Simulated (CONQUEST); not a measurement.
Ta2N:

```
Ta N
1.0
     3.11286    0.00000    0.00000
     0.00000    4.86984    0.00000
     0.00000    0.00000    5.39163
Ta N
4 2
Direct
  0.00000 0.25471 0.66667
  0.50000 0.25471 0.16667
  0.00000 0.74529 0.33333
  0.50000 0.74529 0.83333
  0.00000 0.00000 0.00000
  0.50000 0.00000 0.50000
```

The cell comes from a database or a generator and needn't be the stable form of this composition.

| Quantity | Value |
| --- | --- |
| Program | CONQUEST 1.3 |
| Task | single point |
| Functional | PBE |
| Potentials or basis | PseudoDojo NC PBE, DZP, grid cutoff 150 Ha |
| k mesh | 9 × 6 × 5 |
| Occupations | fermi-dirac, width 0.05 eV |
| Spin | no spin polarisation |

On this cell: pressure 0.6 GPa; largest force 0.329 eV/Å; band gap on the k mesh none (metal or under the smearing width).

The same run follows on a disturbed copy (atoms moved at random, drawn with an rms of 0.05 Å):

```
CELL_PARAMETERS angstrom
3.11286 0.00000 0.00000
0.00000 4.86984 0.00000
0.00000 0.00000 5.39163
ATOMIC_POSITIONS crystal
Ta 0.49112 0.25129 0.16230
Ta 0.99112 0.25129 0.66230
Ta 0.49689 0.74321 0.84534
Ta 0.99689 0.74321 0.34534
N 0.00671 0.00396 0.99917
N 0.50671 0.00396 0.49917
```

What changes?

The energy (extrapolated to zero smearing) moves by +13.4 meV/atom; pressure 1.5 GPa; largest force 0.827 eV/Å; band gap on the k mesh none (metal or under the smearing width).

Forces on the atoms (eV/Å):
```
Ta   0.383  0.662  0.203
Ta   0.383  0.662  0.203
Ta   0.255 -0.169 -0.454
Ta   0.255 -0.169 -0.454
N   -0.612 -0.492  0.258
N   -0.612 -0.492  0.258
```

Stress tensor (GPa, compression positive):
```
1.57 0.41 0.23
0.41 1.53 1.36
0.23 1.36 1.51
```

The forces don't sum to zero, so they hold noise of the program's grid.

Caveats: the box holds several primitive cells, so bands are folded and the points are those of the box's own zone; the basis of atomic orbitals isn't converged, which shifts pressures, moduli and gaps.
